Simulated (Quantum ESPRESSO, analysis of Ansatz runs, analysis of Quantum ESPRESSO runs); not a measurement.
# Si donor on a Ga site in GaAs: local vibrational mode against experiment (Quantum ESPRESSO)

Subject: Si donor on a Ga site in GaAs. Wanted: its local vibrational mode, in one set-up (PBEsol, GBRV 1.5 PBEsol, 32-site cell, PBEsol lattice, k: 2x2x2 shifted). The model is a cell of 32 host atoms with 1 Ga taken out and 1 Si put in. The frequencies come from force constants among the defect atom and its neighbours, with the masses of the isotopes named. A local or semilocal functional is the cheapest first rung.

Measured beforehand: Threefold local mode of 28Si: 384 cm⁻¹, by Fourier transform infrared absorption, zero pressure (Table 4.3, experiment column) (quoted in “DX Centers in III-V Semiconductors under Hydrostatic Pressure”, 1992, Jeffrey Alan Wolk et al., quoting earlier work (1985)). The calculation is set beside it at the end.

Program: Quantum ESPRESSO 7.5. Level of theory: Quantum ESPRESSO plane-wave DFT, PBEsol, GBRV 1.5 PBEsol potentials; relaxation of all atoms of a defect supercell. Results are calculated unless marked as measured.

### Step 1. The starting structure

The cell holds 32 atoms: 15 Ga, 1 Si and 16 As. Its edges and angles: a = 9.794 Å, b = 9.794 Å, c = 9.794 Å, α = 109.5°, β = 109.5°, γ = 109.5°. It derives from GaAs (space group F-43m). Nearest the centre at fractional (0.250, 0.500, 0.250): Si7 at 0.00 Å, As28 at 2.45 Å, As23 at 2.45 Å, As19 at 2.45 Å, As22 at 2.45 Å, Ga9 at 4.00 Å, Ga11 at 4.00 Å, Ga2 at 4.00 Å. The cell carries charge +1.

The host's primitive cell comes from a first run (Quantum ESPRESSO plane-wave DFT, PBEsol, GBRV 1.5 PBEsol potentials; relaxation of cell and atoms of a defect-free cell): vectors of 3.998, 3.998 and 3.998 Å. That is 22.60 Å³ an atom. The supercell is built on it.

### Step 2. Relaxation, charge +1

Every later number rests on the structure around the defect, so the atoms are relaxed at the host's lattice first.

pw.in

```
&CONTROL
  calculation = 'relax'
  prefix = 'pwscf'
  outdir = './tmp'
  pseudo_dir = './pseudo'
  tprnfor = .true.
  disk_io = 'low'
  nstep = 70
  forc_conv_thr = 0.00039
  etot_conv_thr = 0.0001
/
&SYSTEM
  ibrav = 0
  nat = 32
  ntyp = 3
  ecutwfc = 45
  ecutrho = 360
  nbnd = 188
  occupations = 'smearing'
  smearing = 'fd'
  degauss = 0.00073499
  tot_charge = 1
/
&ELECTRONS
  conv_thr = 3d-08
  electron_maxstep = 100
  mixing_beta = 0.5
/
&IONS
  ion_dynamics = 'bfgs'
/
ATOMIC_SPECIES
Ga    69.7230 ga_pbesol_v1.4.uspp.F.UPF
Si    28.0850 si_pbesol_v1.uspp.F.UPF
As    74.9216 as_pbesol_v1.uspp.F.UPF
CELL_PARAMETERS angstrom
  -5.6543511318    5.6543511318   -5.6543511318
   5.6543511318    5.6543511318    5.6543511318
   5.6543511318   -5.6543511318   -5.6543511318
ATOMIC_POSITIONS crystal
Ga     0.0000000000    0.0000000000    0.0000000000
Ga     0.0000000000    0.2500000000    0.7500000000
Ga     0.0000000000    0.5000000000    0.5000000000
Ga     0.0000000000    0.7500000000    0.2500000000
Ga     0.2500000000    0.0000000000    0.7500000000
Ga     0.2500000000    0.2500000000    0.5000000000
Si     0.2500000000    0.5000000000    0.2500000000
Ga     0.2500000000    0.7500000000    0.0000000000
Ga     0.5000000000    0.0000000000    0.5000000000
Ga     0.5000000000    0.2500000000    0.2500000000
Ga     0.5000000000    0.5000000000    0.0000000000
Ga     0.5000000000    0.7500000000    0.7500000000
Ga     0.7500000000    0.0000000000    0.2500000000
Ga     0.7500000000    0.2500000000    0.0000000000
Ga     0.7500000000    0.5000000000    0.7500000000
Ga     0.7500000000    0.7500000000    0.5000000000
As     0.0000000000    0.0000000000    0.7500000000
As     0.0000000000    0.2500000000    0.5000000000
As     0.0000000000    0.5000000000    0.2500000000
As     0.0000000000    0.7500000000    0.0000000000
As     0.2500000000    0.0000000000    0.5000000000
As     0.2500000000    0.2500000000    0.2500000000
As     0.2500000000    0.5000000000    0.0000000000
As     0.2500000000    0.7500000000    0.7500000000
As     0.5000000000    0.0000000000    0.2500000000
As     0.5000000000    0.2500000000    0.0000000000
As     0.5000000000    0.5000000000    0.7500000000
As     0.5000000000    0.7500000000    0.5000000000
As     0.7500000000    0.0000000000    0.0000000000
As     0.7500000000    0.2500000000    0.7500000000
As     0.7500000000    0.5000000000    0.5000000000
As     0.7500000000    0.7500000000    0.2500000000
K_POINTS automatic
2 2 2 1 1 1
```

Command:

```bash
OMP_NUM_THREADS=1 mpirun -n 4 pw.x -nk 2 -in pw.in > pw.out
```

The log of the run:

```text
This program is part of the open-source Quantum ESPRESSO suite
     for quantum simulation of materials; please cite
         "P. Giannozzi et al., J. Phys.:Condens. Matter 21 395502 (2009);
         "P. Giannozzi et al., J. Phys.:Condens. Matter 29 465901 (2017);
         "P. Giannozzi et al., J. Chem. Phys. 152 154105 (2020);
          URL
     in publications or presentations arising from this work. More details at

     Message from routine setup:
     using ibrav=0 with symmetry is DISCOURAGED, use correct ibrav instead

     K-points division:     npool     =       2
     Subspace diagonalization in iterative solution of the eigenvalue problem:
     a serial algorithm will be used

     --------------------
     sticks:   dense  smooth     PW     G-vecs:    dense   smooth      PW
     Min        4619    2313    623               281322    99562   13940
     Max        4620    2316    624               281323    99563   13943
     Sum        9239    4629   1247               562645   199125   27883

     Using Slab Decomposition

     bravais-lattice index     =            0
     lattice parameter (alat)  =      18.5073  a.u.
     unit-cell volume          =    4879.8325 (a.u.)^3
     number of atoms/cell      =           32
     number of atomic types    =            3
     number of electrons       =       368.00
     number of Kohn-Sham states=          188
     kinetic-energy cutoff     =      45.0000  Ry
     charge density cutoff     =     360.0000  Ry
     scf convergence threshold =      3.0E-08
     mixing beta               =       0.5000
     number of iterations used =            8  plain     mixing
     energy convergence thresh.=      1.0E-04
     force convergence thresh. =      3.9E-04
     Exchange-correlation= SLA  PW   PSX  PSC
                           (   1   4  10   8   0   0   0)
     nstep                     =           70

     celldm(1)=  18.507266  celldm(2)=   0.000000  celldm(3)=   0.000000
     celldm(4)=   0.000000  celldm(5)=   0.000000  celldm(6)=   0.000000

     crystal axes: (cart. coord. in units of alat)
               a(1) = (  -0.577350   0.577350  -0.577350 )
               a(2) = (   0.577350   0.577350   0.577350 )
               a(3) = (   0.577350  -0.577350  -0.577350 )

     reciprocal axes: (cart. coord. in units 2 pi/alat)
               b(1) = (  0.000000  0.866025 -0.866025 )
               b(2) = (  0.866025  0.866025 -0.000000 )
               b(3) = (  0.866025  0.000000 -0.866025 )

     PseudoPot. # 1 for Ga read from file:
     ga_pbesol_v1.4.uspp.F.UPF
     Pseudo is Ultrasoft + core correction, Zval = 19.0
     Generated by new atomic code, or converted to UPF format
     Using radial grid of  871 points,  6 beta functions with:
                l(1) =   0
                l(2) =   0
                l(3) =   1
                l(4) =   1
                l(5) =   2
                l(6) =   2
     Q(r) pseudized with  8 coefficients,  rinner =    1.250   1.250   1.250
                                                       1.250   1.250

     PseudoPot. # 2 for Si read from file:
     si_pbesol_v1.uspp.F.UPF
     Pseudo is Ultrasoft + core correction, Zval =  4.0
     Generated by new atomic code, or converted to UPF format
     Using radial grid of  899 points,  6 beta functions with:
                l(1) =   0
                l(2) =   0
                l(3) =   1
                l(4) =   1
                l(5) =   2
                l(6) =   2
     Q(r) pseudized with  8 coefficients,  rinner =    0.900   0.900   0.900
                                                       0.900   0.900

     PseudoPot. # 3 for As read from file:
     as_pbesol_v1.uspp.F.UPF
     Pseudo is Ultrasoft + core correction, Zval =  5.0
     Generated by new atomic code, or converted to UPF format
     Using radial grid of  875 points,  6 beta functions with:
                l(1) =   0
                l(2) =   0
                l(3) =   1
                l(4) =   1
                l(5) =   2
                l(6) =   2
     Q(r) pseudized with  8 coefficients,  rinner =    1.300   1.300   1.300
                                                       1.300   1.300

     atomic species   valence    mass     pseudopotential
     Ga               19.00    69.72300     Ga( 1.00)
     Si                4.00    28.08500     Si( 1.00)
     As                5.00    74.92160     As( 1.00)

     24 Sym. Ops. (no inversion) found (22 have fractional translation)

   Cartesian axes

     site n.     atom                  positions (alat units)
         1        Ga     tau(   1) = (   0.0000000   0.0000000   0.0000000  )
         2        Ga     tau(   2) = (   0.5773503  -0.2886751  -0.2886751  )
         3        Ga     tau(   3) = (   0.5773503   0.0000000   0.0000000  )
         4        Ga     tau(   4) = (   0.5773503   0.2886751   0.2886751  )
         5        Ga     tau(   5) = (   0.2886751  -0.2886751  -0.5773503  )
         6        Ga     tau(   6) = (   0.2886751   0.0000000  -0.2886751  )
         7        Si     tau(   7) = (   0.2886751   0.2886751   0.0000000  )
         8        Ga     tau(   8) = (   0.2886751   0.5773503   0.2886751  )
         9        Ga     tau(   9) = (   0.0000000   0.0000000  -0.5773503  )
        10        Ga     tau(  10) = (   0.0000000   0.2886751  -0.2886751  )
        11        Ga     tau(  11) = (   0.0000000   0.5773503   0.0000000  )
        12        Ga     tau(  12) = (   0.5773503   0.2886751  -0.2886751  )
        13        Ga     tau(  13) = (  -0.2886751   0.2886751  -0.5773503  )
        14        Ga     tau(  14) = (  -0.2886751   0.5773503  -0.2886751  )
        15        Ga     tau(  15) = (   0.2886751   0.2886751  -0.5773503  )
        16        Ga     tau(  16) = (   0.2886751   0.5773503  -0.2886751  )
        17        As     tau(  17) = (   0.4330127  -0.4330127  -0.4330127  )
        18        As     tau(  18) = (   0.4330127  -0.1443376  -0.1443376  )
        19        As     tau(  19) = (   0.4330127   0.1443376   0.1443376  )
        20        As     tau(  20) = (   0.4330127   0.4330127   0.4330127  )
        21        As     tau(  21) = (   0.1443376  -0.1443376  -0.4330127  )
        22        As     tau(  22) = (   0.1443376   0.1443376  -0.1443376  )
        23        As     tau(  23) = (   0.1443376   0.4330127   0.1443376  )
        24        As     tau(  24) = (   0.7216878   0.1443376  -0.1443376  )
        25        As     tau(  25) = (  -0.1443376   0.1443376  -0.4330127  )
        26        As     tau(  26) = (  -0.1443376   0.4330127  -0.1443376  )
[...]
atom    2 type  1   force =    -0.00027530   -0.00063347    0.00027530
     atom    3 type  1   force =     0.00027530   -0.00027530   -0.00063347
     atom    4 type  1   force =     0.00027530    0.00063347    0.00027530
     atom    5 type  1   force =     0.00000000    0.00000000    0.00000000
     atom    6 type  1   force =     0.00063347   -0.00027530   -0.00027530
     atom    7 type  2   force =     0.00000000    0.00000000   -0.00000000
     atom    8 type  1   force =     0.00063347    0.00027530    0.00027530
     atom    9 type  1   force =     0.00027530    0.00027530    0.00063347
     atom   10 type  1   force =    -0.00027530    0.00063347   -0.00027530
     atom   11 type  1   force =    -0.00027530    0.00027530   -0.00063347
     atom   12 type  1   force =     0.00027530   -0.00063347   -0.00027530
     atom   13 type  1   force =    -0.00000000   -0.00000000    0.00000000
     atom   14 type  1   force =    -0.00063347   -0.00027530    0.00027530
     atom   15 type  1   force =    -0.00000000   -0.00000000   -0.00000000
     atom   16 type  1   force =    -0.00063347    0.00027530   -0.00027530
[...]
Total force =     0.002746     Total SCF correction =     0.000136
     Energy error            =      2.7E-05 Ry
     Gradient error          =      6.3E-04 Ry/Bohr

     number of scf cycles    =  10
     number of bfgs steps    =   9

     energy             old  =   -6875.4036468327 Ry
     energy             new  =   -6875.4036735822 Ry

     CASE: energy            _new < energy            _old

     new trust radius        =       0.0017915704 bohr
     new conv_thr            =       0.0000000003 Ry

ATOMIC_POSITIONS (crystal)
Ga              -0.0023048817        0.0008292422       -0.0023048817
Ga              -0.0023048817        0.2476951183        0.7508292422
Ga               0.0031341239        0.5000000000        0.5023048817
Ga               0.0031341239        0.7523048817        0.2500000000
Ga               0.2500000000       -0.0000000000        0.7500000000
Ga               0.2500000000        0.2531341239        0.5023048817
Si               0.2500000000        0.5000000000        0.2500000000
Ga               0.2500000000        0.7523048817        0.0031341239
Ga               0.4968658761       -0.0008292422        0.4968658761
Ga               0.5023048817        0.2531341239        0.2500000000
Ga               0.5023048817        0.5000000000        0.0031341239
Ga               0.4968658761        0.7468658761        0.7491707578
Ga               0.7500000000        0.0000000000        0.2500000000
Ga               0.7508292422        0.2476951183       -0.0023048817
Ga               0.7500000000        0.5000000000        0.7500000000
Ga               0.7491707578        0.7468658761        0.4968658761
[...]
NEW-OLD atomic charge density approx. for the potential

     Self-consistent Calculation

     iteration #  1     ecut=    45.00 Ry     beta= 0.50
     Davidson diagonalization with overlap
     ethr =  1.00E-06,  avg # of iterations =  3.0

     Threshold (ethr) on eigenvalues was too large:
     Diagonalizing with lowered threshold

     Davidson diagonalization with overlap
     ethr =  8.68E-10,  avg # of iterations =  8.0

     total energy              =   -6875.40368454 Ry
     estimated scf accuracy    <       0.00000115 Ry

     iteration #  2     ecut=    45.00 Ry     beta= 0.50
     Davidson diagonalization with overlap
     ethr =  3.11E-10,  avg # of iterations =  2.0

     total energy              =   -6875.40368469 Ry
     estimated scf accuracy    <       0.00000017 Ry

     iteration #  3     ecut=    45.00 Ry     beta= 0.50
     Davidson diagonalization with overlap
     ethr =  4.49E-11,  avg # of iterations =  4.5

     total energy              =   -6875.40368471 Ry
     estimated scf accuracy    <       0.00000005 Ry

     iteration #  4     ecut=    45.00 Ry     beta= 0.50
     Davidson diagonalization with overlap
     ethr =  1.40E-11,  avg # of iterations =  3.0

     total energy              =   -6875.40368472 Ry
     estimated scf accuracy    <       0.00000001 Ry

     iteration #  5     ecut=    45.00 Ry     beta= 0.50
     Davidson diagonalization with overlap
     ethr =  3.55E-12,  avg # of iterations =  4.0

     total energy              =   -6875.40368473 Ry
     estimated scf accuracy    <          5.2E-10 Ry

     iteration #  6     ecut=    45.00 Ry     beta= 0.50
     Davidson diagonalization with overlap
     ethr =  1.41E-13,  avg # of iterations =  7.0

     End of self-consistent calculation

          k = 0.4330 0.4330-0.4330 ( 24868 PWs)   bands (ev):

[...]
8.2011   8.3637   8.3637   8.3637

          k = 0.0000 0.4330 0.0000 ( 24879 PWs)   bands (ev):

[...]
-5.5549  -4.8497  -4.5916  -4.5916  -4.5085  -4.0826  -4.0276  -4.0276
    -4.0267  -3.8118  -3.5387  -3.4670  -3.4670  -3.3722  -3.1650  -3.1650
    -0.3457   0.3348   0.4809   0.6593   0.6593   0.7345   0.7670   0.7889
     0.8064   0.8064   1.0947   2.1848   2.2751   2.2751   2.3992   3.0858
     3.0894   3.0894   3.2436   3.6843   3.8866   3.8866   3.8987   4.3672
     4.3793   4.3793   4.6458   4.6640   4.6666   4.6666   4.6798   4.7117
     4.7117   4.7356   4.7356   4.7480   4.7754   4.9762   5.6174   5.6414
     5.6414   5.7522   5.8293   5.8293   5.8774   5.9070   6.3562   6.3562
     8.3269   8.7740   8.9933   9.0706

     the Fermi energy is     7.6655 ev

!    total energy              =   -6875.40368473 Ry
     estimated scf accuracy    <          1.5E-10 Ry
     smearing contrib. (-TS)   =       0.00000000 Ry
     internal energy E=F+TS    =   -6875.40368473 Ry

     The total energy is F=E-TS. E is the sum of the following terms:
     one-electron contribution =   -6212.77641688 Ry
     hartree contribution      =    3225.39723236 Ry
     xc contribution           =   -1224.33930141 Ry
     ewald contribution        =   -2663.68519880 Ry

     convergence has been achieved in   6 iterations

     Forces acting on atoms (cartesian axes, Ry/au):

[...]
atom   25 type  3   force =     0.00003073    0.00016278    0.00003073
     atom   26 type  3   force =    -0.00016278    0.00003073   -0.00003073
     atom   27 type  3   force =     0.00003073   -0.00003073   -0.00016278
     atom   28 type  3   force =     0.00000882    0.00000882   -0.00000882
     atom   29 type  3   force =    -0.00003073   -0.00016278    0.00003073
     atom   30 type  3   force =    -0.00003073   -0.00003073    0.00016278
     atom   31 type  3   force =    -0.00003073    0.00003073   -0.00016278
     atom   32 type  3   force =    -0.00003073    0.00016278   -0.00003073

     Total force =     0.001812     Total SCF correction =     0.000059
     Energy error            =      1.1E-05 Ry
     Gradient error          =      3.1E-04 Ry/Bohr

     bfgs converged in  11 scf cycles and  10 bfgs steps
     (criteria: energy <  1.0E-04 Ry, force <  3.9E-04 Ry/Bohr)

     End of BFGS Geometry Optimization

     Final energy             =   -6875.4036847259 Ry

     File ./tmp/pwscf.bfgs deleted, as requested
Begin final coordinates

ATOMIC_POSITIONS (crystal)
[...]
As               0.4999211828        0.0017926183        0.2500000000
As               0.5018714355        0.2500788172        0.0000788172
As               0.4999211828        0.5000000000        0.7517926183
As               0.4945677511        0.7445677511        0.4945677511
As               0.7482073817       -0.0017926183       -0.0018714355
As               0.7482073817        0.2481285645        0.7482073817
As               0.7517926183        0.5000000000        0.4999211828
As               0.7517926183        0.7499211828        0.2500000000
End final coordinates

=------------------------------------------------------------------------------=
   JOB DONE.
=------------------------------------------------------------------------------=
```

The job ended after 29 min (4 MPI ranks of Arm Neoverse V1, shared host; peak memory 3.2 GiB; 2 h of CPU time).

Relaxation path:

| step | energy less that of the first step (eV) |
| --- | --- |
| 0 | 0.0000 |
| 1 | -0.0386 |
| 2 | -0.0664 |
| 3 | -0.0844 |
| 4 | -0.0863 |
| 5 | -0.0892 |
| 6 | -0.0931 |
| 7 | -0.0948 |
| 8 | -0.0959 |
| 9 | -0.0963 |
| 10 | -0.0965 |

The atoms that moved most (Å):

| atom | dx | dy | dz | length |
| --- | --- | --- | --- | --- |
| As22 | 0.031 | 0.031 | 0.031 | 0.053 |
| As23 | 0.031 | -0.031 | -0.031 | 0.053 |
| As28 | -0.031 | -0.031 | 0.031 | 0.053 |
| As19 | -0.031 | 0.031 | -0.031 | 0.053 |
| Ga16 | -0.031 | -0.005 | 0.005 | 0.031 |
| Ga12 | -0.005 | -0.031 | 0.005 | 0.031 |
| Ga9 | -0.005 | -0.005 | 0.031 | 0.031 |
| Ga1 | 0.005 | 0.005 | 0.031 | 0.031 |

Final coordinates:

```
CELL_PARAMETERS angstrom
-5.65435 5.65435 -5.65435
5.65435 5.65435 5.65435
5.65435 -5.65435 -5.65435
ATOMIC_POSITIONS crystal
Ga 0.99770 0.00083 0.99770
Ga 0.99770 0.24770 0.75083
Ga 0.00313 0.50000 0.50230
Ga 0.00313 0.75230 0.25000
Ga 0.25000 0.00000 0.75000
Ga 0.25000 0.25313 0.50230
Si 0.25000 0.50000 0.25000
Ga 0.25000 0.75230 0.00313
Ga 0.49687 0.99917 0.49687
Ga 0.50230 0.25313 0.25000
Ga 0.50230 0.50000 0.00313
Ga 0.49687 0.74687 0.74917
Ga 0.75000 0.00000 0.25000
Ga 0.75083 0.24770 0.99770
Ga 0.75000 0.50000 0.75000
Ga 0.74917 0.74687 0.49687
As 0.99813 0.99821 0.74821
As 0.00008 0.25008 0.50187
As 0.00543 0.50000 0.25000
As 0.00008 0.75187 0.00008
As 0.25000 0.00179 0.49992
As 0.25000 0.25543 0.25000
As 0.25000 0.50000 0.00543
As 0.25000 0.74992 0.75179
As 0.49992 0.00179 0.25000
As 0.50187 0.25008 0.00008
As 0.49992 0.50000 0.75179
As 0.49457 0.74457 0.49457
As 0.74821 0.99821 0.99813
As 0.74821 0.24813 0.74821
As 0.75179 0.50000 0.49992
As 0.75179 0.74992 0.25000
```

Neighbours of Si7 at the end:

| atom | distance (Å) |
| --- | --- |
| As28 | 2.395 |
| As22 | 2.395 |
| As23 | 2.395 |
| As19 | 2.395 |
| Ga1 | 3.992 |
| Ga6 | 3.992 |
| Ga4 | 3.992 |
| Ga10 | 3.992 |
| Ga14 | 3.992 |
| Ga9 | 3.992 |
| Ga8 | 3.992 |
| Ga16 | 3.992 |
| Ga11 | 3.992 |
| Ga3 | 3.992 |
| Ga2 | 3.992 |
| Ga12 | 3.992 |

From the first step to the last the energy fell by 0.096 eV, and the largest move was 0.05 Å (As22 and 3 other atoms alike).

(Continued in part 2 of 2.)

[Logs are printed without paths, hosts, clocks, repeated set-up lines and the standing remarks that a program may print on its own settings, such as how far it seeks lower states.]

[Hosts, paths, dates, database ids (printed as entryN), source tags and the programs' standing remarks are cut or masked in the printed files.]

[For some hosts the program warned that the k-mesh of the response run may be too coarse for force constants and the static dielectric constant; such warnings are not shown here.]
